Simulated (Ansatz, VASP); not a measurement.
Al in VASP and in Ansatz

Contents of INCAR:

```
SYSTEM = Al
PREC     = Accurate       ! precision mode
ENCUT    = 520            ! plane-wave cutoff, eV
EDIFF    = 1E-6           ! SCF threshold, eV
ISMEAR   = -1             ! smearing method
SIGMA    = 0.08           ! smearing width, eV
LREAL    = .False.        ! projectors in reciprocal space
LASPH    = .True.         ! aspherical terms in the spheres
NELM     = 60             ! most SCF steps
ALGO     = Normal         ! electronic algorithm
ISIF     = 2              ! what is computed and relaxed
LWAVE    = .False.        ! write WAVECAR
LCHARG   = .False.        ! write CHGCAR
GGA      = PE             ! functional
NBANDS   = 8              ! bands
```

Contents of KPOINTS:

```
Automatic mesh
0
Gamma
  16 16 16
  0 0 0
```

File POSCAR:

```
Al
1.0
    2.7223286696      0.0000000000      0.0000000000
    0.0000000000      2.7223286696      0.0000000000
    0.0000000000      0.0000000000      2.7223286696
Al
1
Direct
    0.0000000000      0.0000000000      0.0000000000
```

Input for Ansatz:

```yaml
crystal:
  lattice:
    - [2.7223286696, 0.0, 0.0]
    - [0.0, 2.7223286696, 0.0]
    - [0.0, 0.0, 2.7223286696]
  atoms:
    - { symbol: Al, position: [0.0, 0.0, 0.0] }
kpoints:
  mp_grid: { grid: [16, 16, 16] }
  band_path:
    path:
      - [0.0, 0.0, 0.0]
      - [0.0, 0.5, 0.0]
      - [0.5, 0.5, 0.0]
      - [0.0, 0.0, 0.0]
      - [0.5, 0.5, 0.5]
      - [0.0, 0.5, 0.0]
      - [0.5, 0.5, 0.5]
      - [0.5, 0.5, 0.0]
    npoints: 14
scf:
  occupations: { method: fermi_dirac, width: 0.08 }
hamiltonian:
  xc: pbe
  pseudopotentials: { kind: all_electron, lapw: { basis_error: 0.001 } }
output:
  forces: true
  stress: true
  eigenvalues: true
  populations: true
  dos: { projected: true, de: 0.2, e_range: [-14, 8] }
```

This isn't the form of Al at room conditions, which is fcc.

Alike in both runs: task single point; functional PBE; k mesh 16 × 16 × 16; occupations fermi-dirac, width 0.08 eV; no spin polarisation.

|  | VASP | Ansatz |
| --- | --- | --- |
| version | VASP 6.6.1 | Ansatz 0.2.0 |
| potentials or method | VASP PAW PBE potentials, release 64 (Al) | all-electron LAPW, scalar-relativistic |
| plane-wave cutoff (eV) | 520 | see its input |

```csv
,VASP,Ansatz,Ansatz less VASP
pressure (GPa),0.0,0.0,0.00
```

Ansatz ran all-electron here, so the differences hold the error of VASP's frozen core and of both bases.
